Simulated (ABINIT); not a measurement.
# GaP (F-43m) in ABINIT: a series of runs

The runs below take GaP through single point, with PBEsol, LDA, PBE.

All numbers are computed with ABINIT 10.8.3 (patched build); they aren't measurements. Logs are shortened: lines on timing, memory, paths and dates and some standing lists are left out, and cuts for length are marked. The log counts tension as positive stress, the text compression.

**The experiment to reproduce.**

From “Stacking defects in GaP nanowires: Electronic structure and optical properties”, 2018, arxiv:1810.01194, for a bulk crystal of GaP at 10 K: band gap 2.34 eV (indirect).

The results are compared with them further down.

**1. The crystal as given**

It takes space group F-43m (No. 216, cubic). The conventional cell has a = 5.451 Å, b = 5.451 Å, c = 5.451 Å, α = 90.00°, β = 90.00°, γ = 90.00°. Ga (site symmetry -43m) is surrounded by 4 P at 2.36 Å. P (site symmetry -43m) is surrounded by 4 Ga at 2.36 Å.

**2. Single point, PBEsol**

run.abi reads:

```
# Pseudopotentials
pp_dirpath "./"
pseudos "Ga.upf, P.upf"

# Structure
acell 3*1.0 Angstrom
rprim
     0.0000000000     2.7252500000     2.7252500000
     2.7252500000     0.0000000000     2.7252500000
     2.7252500000     2.7252500000     0.0000000000
ntypat 2
znucl 31 15
natom 2
typat 1 2
xcart
     0.0000000000     0.0000000000     0.0000000000
     7.7249641817     7.7249641817     7.7249641817

# Plane-wave basis
ecut 36.0

# k points
kptopt 1
ngkpt 6 6 6
nshiftk 1
shiftk 0.0 0.0 0.0

# Exchange and correlation
ixc -116133

# Bands and occupations
nband 13
occopt 3
tsmear 0.00183747

# SCF cycle
nstep 100
tolvrs 1.0e-10

# Output
iomode 3
prtwf 0
prteig 0
prtebands 0
prtden 1
prtvha 1
prtvclmb 1
prtpot 1
prtelf 1
```

Potentials or basis: PseudoDojo NC SR PBEsol v0.4.1 standard.

Run with:

```sh
$ abinit run.abi > log 2>&1
```

run.abo:

```text
.Version 10.8.3 of ABINIT
 Symmetries : space group F-4 3 m (#216); Bravais cF (face-center cubic)
================================================================================
 Values of the parameters that define the memory need of the present run
     intxc =       0    ionmov =       0      iscf =       7    lmnmax =       6
     lnmax =       6     mgfft =      40  mpssoang =       3    mqgrid =    3001
     natom =       2  nloc_mem =       1    nspden =       1   nspinor =       1
    nsppol =       1      nsym =      24    n1xccc =    2501    ntypat =       2
    occopt =       3   xclevel =       2
       mpw =        2838          nfft =       64000          nkpt =          16
================================================================================
================================================================================

--------------------------------------------------------------------------------
------------- Echo of variables that govern the present computation ------------
--------------------------------------------------------------------------------
 -outvars: echo values of preprocessed input variables --------
            acell      1.8897261259E+00  1.8897261259E+00  1.8897261259E+00 Bohr
              amu      6.97230000E+01  3.09737620E+01
             ecut      3.60000000E+01 Hartree
              ixc     -116133
         kptrlatt        6    0    0      0    6    0      0    0    6
          kptrlen      4.36989965E+01
            natom           2
            nband          13
            ngfft          40      40      40
             nkpt          16
            nstep         100
             nsym          24
           ntypat           2
           occopt           3
        prtebands           0
           prteig           0
           prtelf           1
           prtpot           1
         prtvclmb           1
           prtvha           1
            prtwf           0
            rprim      0.0000000000E+00  2.7252500000E+00  2.7252500000E+00
                       2.7252500000E+00  0.0000000000E+00  2.7252500000E+00
                       2.7252500000E+00  2.7252500000E+00  0.0000000000E+00
          spgroup         216
           tolvrs      1.00000000E-10
           tsmear      1.83747000E-03 Hartree
            typat      1  2
           xangst      0.0000000000E+00  0.0000000000E+00  0.0000000000E+00
                       4.0878750000E+00  4.0878750000E+00  4.0878750000E+00
            xcart      0.0000000000E+00  0.0000000000E+00  0.0000000000E+00
                       7.7249641869E+00  7.7249641869E+00  7.7249641869E+00
             xred      0.0000000000E+00  0.0000000000E+00  0.0000000000E+00
                       7.5000000000E-01  7.5000000000E-01  7.5000000000E-01
            znucl       31.00000   15.00000

================================================================================

 chkinp: Checking input parameters for consistency.

================================================================================
== DATASET  1 ==================================================================

--- !DatasetInfo
iteration_state: {dtset: 1, }
dimensions: {natom: 2, nkpt: 16, mband: 13, nsppol: 1, nspinor: 1, nspden: 1, mpw: 2838, }
cutoff_energies: {ecut:  36.0, pawecutdg:  -1.0, }
electrons: {nelect:   1.80000000E+01, charge:   0.00000000E+00, occopt:   3.00000000E+00, tsmear:   1.83747000E-03, }
meta: {optdriver: 0, ionmov: 0, optcell: 0, iscf: 7, paral_kgb: 0, }
...

 Real(R)+Recip(G) space primitive vectors, cartesian coordinates (Bohr,Bohr^-1):
 R(1)=  0.0000000  5.1499761  5.1499761  G(1)= -0.0970878  0.0970878  0.0970878
 R(2)=  5.1499761  0.0000000  5.1499761  G(2)=  0.0970878 -0.0970878  0.0970878
 R(3)=  5.1499761  5.1499761  0.0000000  G(3)=  0.0970878  0.0970878 -0.0970878
 Unit cell volume ucvol=  2.7317795E+02 bohr^3
 Angles (23,13,12)=  6.00000000E+01  6.00000000E+01  6.00000000E+01 degrees

 getcut: wavevector=  0.0000  0.0000  0.0000  ngfft=  40  40  40
         ecut(hartree)=     36.000   => boxcut(ratio)=   2.03340

--- Pseudopotential description ------------------------------------------------
- pspini: atom type   1  psp file is ./Ga.upf
12 -116133 2 -1 1902                          pspcod,pspxc,lmax,lloc,mmax
     nproj     2     2     2

- pspini: atom type   2  psp file is ./P.upf
12 -116133 2 -1 1298                          pspcod,pspxc,lmax,lloc,mmax
     nproj     2     2     2

   5.72794177E+02                                ecore*ucvol(ha*bohr**3)
--------------------------------------------------------------------------------

================================================================================

--- !BeginCycle
iteration_state: {dtset: 1, }
solver: {iscf: 7, nstep: 100, nline: 4, wfoptalg: 0, }
tolerances: {tolvrs: 1.00E-10, }
...

     iter   Etot(hartree)      deltaE(h)  residm     vres2
 ETOT  1  -81.679912520003    -8.168E+01 7.355E-01 9.503E+02
 ETOT  2  -83.086866033512    -1.407E+00 5.471E-02 1.267E+03
 ETOT  3  -83.269772977131    -1.829E-01 3.693E-03 1.870E+02
 ETOT  4  -83.291557354416    -2.178E-02 2.197E-03 5.810E+01
 ETOT  5  -83.300886199077    -9.329E-03 4.694E-04 1.696E+00
 ETOT  6  -83.301169209746    -2.830E-04 2.103E-04 5.295E-02
 ETOT  7  -83.301178320288    -9.111E-06 2.618E-05 4.994E-03
 ETOT  8  -83.301179235705    -9.154E-07 1.914E-05 4.283E-05
 ETOT  9  -83.301179243909    -8.203E-09 2.342E-06 1.344E-08
 ETOT 10  -83.301179243921    -1.265E-11 1.715E-06 1.832E-09
 ETOT 11  -83.301179243919     2.473E-12 2.092E-07 2.099E-10
 ETOT 12  -83.301179243922    -3.041E-12 1.542E-07 6.094E-12

 At SCF step   12       vres2   =  6.09E-12 < tolvrs=  1.00E-10 =>converged.

 Compute ELF
--------------------------------------------------------------------------------

 Compute kinetic energy density

 Compute gradient of the electron density
 Electron Localization Function (ELF) [min:0;max:1]
)     Maximum=    9.1378E-01  at reduced coord.    0.8250    0.8500    0.8500
)     Minimum=    0.0000E+00  at reduced coord.    0.0000    0.0000    0.0000
   Integrated=    9.3628E+01

--------------------------------------------------------------------------------
 End of ELF section

 Cartesian components of stress tensor (hartree/bohr^3)
  sigma(1 1)=  4.88208518E-05  sigma(3 2)=  0.00000000E+00
  sigma(2 2)=  4.88208518E-05  sigma(3 1)=  0.00000000E+00
  sigma(3 3)=  4.88208518E-05  sigma(2 1)=  0.00000000E+00

--- !ResultsGS
iteration_state: {dtset: 1, }
comment   : Summary of ground state results
lattice_vectors:
- [  0.0000000,   5.1499761,   5.1499761, ]
- [  5.1499761,   0.0000000,   5.1499761, ]
- [  5.1499761,   5.1499761,   0.0000000, ]
lattice_lengths: [   7.28317,    7.28317,    7.28317, ]
lattice_angles: [ 60.000,  60.000,  60.000, ] # degrees, (23, 13, 12)
lattice_volume:   2.7317795E+02
convergence: {deltae: -3.041E-12, res2:  6.094E-12, residm:  1.542E-07, diffor: null, }
etotal    :  -8.33011792E+01
entropy   :   0.00000000E+00
fermie    :   1.87575811E-01
cartesian_stress_tensor: # hartree/bohr^3
- [  4.88208518E-05,   0.00000000E+00,   0.00000000E+00, ]
- [  0.00000000E+00,   4.88208518E-05,   0.00000000E+00, ]
- [  0.00000000E+00,   0.00000000E+00,   4.88208518E-05, ]
pressure_GPa:  -1.4364E+00
xred      :
- [  0.0000E+00,   0.0000E+00,   0.0000E+00, Ga]
- [  7.5000E-01,   7.5000E-01,   7.5000E-01,  P]
cartesian_forces: # hartree/bohr
- [ -0.00000000E+00,  -0.00000000E+00,  -0.00000000E+00, ]
- [ -0.00000000E+00,  -0.00000000E+00,  -0.00000000E+00, ]
force_length_stats: {min:   0.00000000E+00, max:   0.00000000E+00, mean:   0.00000000E+00, }
...

 Integrated electronic density in atomic spheres:
 ------------------------------------------------
 Atom  Sphere_radius  Integrated_density
    1        2.00000         10.83061252
    2        2.00000          2.77368787
================================================================================

 ----iterations are completed or convergence reached----

 Mean square residual over all n,k,spin=   14.951E-10; max=  15.421E-08
 reduced coordinates (array xred) for    2 atoms
       0.000000000000      0.000000000000      0.000000000000
       0.750000000000      0.750000000000      0.750000000000
 rms dE/dt=  0.0000E+00; max dE/dt=  0.0000E+00; dE/dt below (all hartree)
    1       0.000000000000      0.000000000000      0.000000000000
    2       0.000000000000      0.000000000000      0.000000000000

 cartesian coordinates (angstrom) at end:
    1      0.00000000000000     0.00000000000000     0.00000000000000
    2      4.08787500000000     4.08787500000000     4.08787500000000

 cartesian forces (hartree/bohr) at end:
    1     -0.00000000000000    -0.00000000000000    -0.00000000000000
    2     -0.00000000000000    -0.00000000000000    -0.00000000000000
 frms,max,avg= 0.0000000E+00 0.0000000E+00   0.000E+00  0.000E+00  0.000E+00 h/b

 cartesian forces (eV/Angstrom) at end:
    1     -0.00000000000000    -0.00000000000000    -0.00000000000000
    2     -0.00000000000000    -0.00000000000000    -0.00000000000000
 frms,max,avg= 0.0000000E+00 0.0000000E+00   0.000E+00  0.000E+00  0.000E+00 e/A
 length scales=  1.889726125908  1.889726125908  1.889726125908 bohr
              =  1.000000000000  1.000000000000  1.000000000000 angstroms
 Fermi (or HOMO) energy (hartree) =   0.18758   Average Vxc (hartree)=  -0.36812
 Eigenvalues (hartree) for nkpt=  16  k points:
 kpt#   1, nband= 13, wtk=  0.00463, kpt=  0.0000  0.0000  0.0000 (reduced coord)
  -0.37578   -0.37578   -0.37578   -0.37215   -0.37215   -0.30002    0.16016    0.16016
   0.16016    0.22388    0.30058    0.30058    0.30058
      occupation numbers for kpt#   1
   2.00000    2.00000    2.00000    2.00000    2.00000    2.00000    2.00000    2.00000
   2.00000    0.00000    0.00000    0.00000    0.00000
 prteigrs : prtvol=0 or 1, do not print more k-points.

--- !EnergyTerms
iteration_state     : {dtset: 1, }
comment             : Components of total free energy in Hartree
kinetic             :  6.51725184519740E+01
hartree             :  2.60940075428437E+01
xc                  : -2.27619834364695E+01
Ewald energy        : -4.82388119106609E+01
psp_core            :  2.09678041768652E+00
local_psp           : -6.86453362120600E+01
non_local_psp       : -3.70183540966758E+01
internal            : -8.33011792433620E+01
'-kT*entropy'       : -5.59904743618650E-10
total_energy        : -8.33011792439219E+01
total_energy_eV     : -2.26674056315205E+03
band_energy         : -3.97149666781833E+00
...

 Cartesian components of stress tensor (hartree/bohr^3)
  sigma(1 1)=  4.88208518E-05  sigma(3 2)=  0.00000000E+00
  sigma(2 2)=  4.88208518E-05  sigma(3 1)=  0.00000000E+00
  sigma(3 3)=  4.88208518E-05  sigma(2 1)=  0.00000000E+00

-Cartesian components of stress tensor (GPa)         [Pressure= -1.4364E+00 GPa]
- sigma(1 1)=  1.43635905E+00  sigma(3 2)=  0.00000000E+00
- sigma(2 2)=  1.43635905E+00  sigma(3 1)=  0.00000000E+00
- sigma(3 3)=  1.43635905E+00  sigma(2 1)=  0.00000000E+00

== END DATASET(S) ==============================================================
================================================================================

 -outvars: echo values of variables after computation  --------
            acell      1.8897261259E+00  1.8897261259E+00  1.8897261259E+00 Bohr
           etotal     -8.3301179244E+01
            fcart     -0.0000000000E+00 -0.0000000000E+00 -0.0000000000E+00
                      -0.0000000000E+00 -0.0000000000E+00 -0.0000000000E+00
            rprim      0.0000000000E+00  2.7252500000E+00  2.7252500000E+00
                       2.7252500000E+00  0.0000000000E+00  2.7252500000E+00
                       2.7252500000E+00  2.7252500000E+00  0.0000000000E+00
           strten      4.8820851846E-05  4.8820851846E-05  4.8820851846E-05
                       0.0000000000E+00  0.0000000000E+00  0.0000000000E+00
           xangst      0.0000000000E+00  0.0000000000E+00  0.0000000000E+00
                       4.0878750000E+00  4.0878750000E+00  4.0878750000E+00
             xred      0.0000000000E+00  0.0000000000E+00  0.0000000000E+00
                       7.5000000000E-01  7.5000000000E-01  7.5000000000E-01
 Calculation completed.
```

Wall time 23 s (1 thread of Arm Neoverse V1, shared host); peak memory 0.08 GiB.

What came out:

```yaml
Free_energy: -2266.7406 eV
Pressure: -1.4 GPa
Band_gap_on_the_k_mesh: 1.51 eV, indirect (least direct gap 1.73 eV)
Valence_electrons_inside_the_program's_atomic_spheres: Ga 10.83; P 2.77
```

**3. Single point, LDA**

run.abi reads:

```
# Pseudopotentials
pp_dirpath "./"
pseudos "Ga.upf, P.upf"

# Structure
acell 3*1.0
rprim
     0.0000000000     5.1499761211     5.1499761211
     5.1499761211     0.0000000000     5.1499761211
     5.1499761211     5.1499761211     0.0000000000
ntypat 2
znucl 31 15
natom 2
typat 1 2
xred
     0.0000000000     0.0000000000     0.0000000000
     0.7500000000     0.7500000000     0.7500000000

# Plane-wave basis
ecut 979.609905 eV

# k points
kptopt 1
ngkpt 6 6 6
nshiftk 1
shiftk 0.0 0.0 0.0

# Exchange and correlation
ixc 7

# Bands and occupations
nband 13
occopt 3
tsmear 0.05 eV

# SCF cycle
nstep 100
tolvrs 1.0e-10

# Output
iomode 3
prtwf 0
prtden 0
prteig 0
prtebands 0
```

Potentials or basis: PseudoDojo NC SR LDA v0.4.1 standard.

Run with:

```sh
$ abinit run.abi > log 2>&1
```

Run time: 18 s. Hardware: 1 thread of Arm Neoverse V2, shared host; peak memory 0.07 GiB.

It converged, with:

- Free energy: -2268.0097 eV
- Band gap on the k mesh: 1.50 eV, indirect (least direct gap 1.60 eV)
- Valence electrons inside the program's atomic spheres: Ga 10.85; P 2.78

Levels at points of the mesh, in eV from the valence-band top:
```
           k point  band 5  band 6  band 7  band 8  band 9  band 10  band 11  band 12  band 13
(0.00, 0.00, 0.00)  -14.60  -12.52    0.00    0.00    0.00     1.60     3.79     3.79     3.79
(0.50, 0.00, 0.00)  -14.59  -10.44   -6.72   -1.13   -1.13     1.50     4.63     4.63     8.06
(0.50, 0.50, 0.00)  -14.58   -9.52   -6.85   -2.71   -2.71     1.50     1.68    10.43    10.43
```

Caveat: the cutoff is too short for stress, so the log's stress isn't used.

**4. Single point, PBE**

run.abi reads:

```
pp_dirpath "./"
pseudos "Ga.upf, P.upf"

acell 3.8540855109 3.8540855109 3.8540855109 Angstrom
rprim
     0.0000000000     0.7071067812     0.7071067812
     0.7071067812     0.0000000000     0.7071067812
     0.7071067812     0.7071067812     0.0000000000
ntypat 2
znucl 31 15
natom 2
typat 1 2
xred
     0.0000000000     0.0000000000     0.0000000000
     0.7500000000     0.7500000000     0.7500000000

ecut 36.0

kptopt 1
ngkpt 6 6 6
nshiftk 1
shiftk 0.0 0.0 0.0

ixc 11

nband 13
occopt 3
tsmear 0.00183747

nstep 100
tolvrs 1.0e-10

iomode 3
prtwf 0
prteig 0
prtebands 0
prtden 1
prtvha 1
prtvclmb 1
prtpot 1
prtelf 1
```

Potentials or basis: PseudoDojo NC SR PBE v0.4.1 standard.

Run with:

```sh
$ abinit run.abi > log 2>&1
```

Run time: 20 s. Hardware: 1 thread of Arm Neoverse V1, shared host; peak memory 0.08 GiB.

The run converged. Its results:

```
Free energy                                           : -2270.1819 eV
Band gap on the k mesh                                : 1.65 eV, indirect (least direct gap 1.82 eV)
Valence electrons inside the program's atomic spheres : Ga 10.83; P 2.79
```

Levels at points of the mesh, in eV from the valence-band top:
| k point | band 7 | band 8 | band 9 | band 10 | band 11 | band 12 |
| --- | --- | --- | --- | --- | --- | --- |
| (0.00, 0.00, 0.00) | 0.00 | 0.00 | 0.00 | 1.82 | 3.89 | 3.89 |
| (0.50, 0.00, 0.00) | -6.63 | -1.12 | -1.12 | 1.67 | 4.72 | 4.72 |
| (0.50, 0.50, 0.00) | -6.75 | -2.68 | -2.68 | 1.65 | 1.82 | 10.57 |

Caveat: the cutoff is too short for stress, so the log's stress isn't used.

**5. Single point, PBE**

run.abi, as its differences from that of step 4:

```diff
@@ -1 +1,2 @@
+# Pseudopotentials
 pp_dirpath "./"
@@ -3,2 +4,3 @@
 
+# Structure
 acell 3.8540855109 3.8540855109 3.8540855109 Angstrom
@@ -16,4 +18,6 @@
 
-ecut 36.0
+# Plane-wave basis
+ecut 979.609905 eV
 
+# k points
 kptopt 1
@@ -23,8 +27,11 @@
 
+# Exchange and correlation
 ixc 11
 
+# Bands and occupations
 nband 13
 occopt 3
-tsmear 0.00183747
+tsmear 0.05 eV
 
+# SCF cycle
 nstep 100
@@ -32,10 +39,9 @@
 
+# Output
 iomode 3
 prtwf 0
+prtden 0
 prteig 0
 prtebands 0
-prtden 1
-prtvha 1
-prtvclmb 1
-prtpot 1
-prtelf 1
+enunit 2
+prtvol 2
```

Run with:

```sh
$ abinit run.abi > log 2>&1
```

Wall time 20 s (1 thread of Arm Neoverse V1, shared host); peak memory 0.08 GiB.

The run converged. Its results:

* Free energy: -2270.1819 eV
* Band gap on the k mesh: 1.65 eV, indirect (least direct gap 1.82 eV)
* Valence electrons inside the program's atomic spheres: Ga 10.83; P 2.79

Levels at points of the mesh, in eV from the valence-band top:
| k point | band 5 | band 6 | band 7 | band 8 | band 9 | band 10 | band 11 | band 12 | band 13 |
| --- | --- | --- | --- | --- | --- | --- | --- | --- | --- |
| (0.00, 0.00, 0.00) | -14.48 | -12.49 | 0.00 | 0.00 | 0.00 | 1.82 | 3.89 | 3.89 | 3.89 |
| (0.50, 0.00, 0.00) | -14.47 | -10.43 | -6.63 | -1.12 | -1.12 | 1.67 | 4.72 | 4.72 | 8.29 |
| (0.50, 0.50, 0.00) | -14.45 | -9.53 | -6.75 | -2.68 | -2.68 | 1.65 | 1.82 | 10.57 | 10.57 |

Caveat: the cutoff is too short for stress, so the log's stress isn't used.

**6. Overview**

```tsv
level	potentials or basis	gap on the mesh (eV)
PBEsol	PseudoDojo NC SR PBEsol v0.4.1 standard	1.51
LDA	PseudoDojo NC SR LDA v0.4.1 standard	1.50
PBE	PseudoDojo NC SR PBE v0.4.1 standard	1.65
```

Alike in all rows: task single point; no spin polarisation; cell as given; k mesh 6 × 6 × 6; cutoff (eV) 980; smearing fermi-dirac 0.05 eV.

Total energies depend on the potentials used, so only differences within one code and one set of settings carry meaning.

**7. Against experiment**

Step 2. Against the measured gap of GaP, 2.34 eV (indirect; 10 K; quoted in “Stacking defects in GaP nanowires: Electronic structure and optical properties”, 2018, arxiv:1810.01194), the calculated 1.51 eV is off by -0.83 eV. Spin-orbit coupling on Ga is left out. The value is that of PBEsol on a finite k mesh, which can miss the band edges, without temperature or zero-point motion. Semilocal functionals fall short of measured gaps as a rule.

Step 3. A measured gap of GaP is 2.34 eV (indirect; 10 K; quoted in “Stacking defects in GaP nanowires: Electronic structure and optical properties”, 2018, arxiv:1810.01194); the calculated 1.50 eV misses it by -0.84 eV. Spin-orbit coupling on Ga is left out. The value is that of LDA on a finite k mesh, which can miss the band edges, without temperature or zero-point motion. Semilocal functionals fall short of measured gaps as a rule.

Step 4. Measured gap of GaP: 2.34 eV (indirect; 10 K; quoted in “Stacking defects in GaP nanowires: Electronic structure and optical properties”, 2018, arxiv:1810.01194). This calculation gives 1.65 eV (-0.69 eV). Spin-orbit coupling on Ga is left out. The value is that of PBE on a finite k mesh, which can miss the band edges, without temperature or zero-point motion. Semilocal functionals fall short of measured gaps as a rule.

Step 5. A measured gap of GaP is 2.34 eV (indirect; 10 K; quoted in “Stacking defects in GaP nanowires: Electronic structure and optical properties”, 2018, arxiv:1810.01194); the calculated 1.65 eV misses it by -0.69 eV. Spin-orbit coupling on Ga is left out. The value is that of PBE on a finite k mesh, which can miss the band edges, without temperature or zero-point motion. Semilocal functionals fall short of measured gaps as a rule.
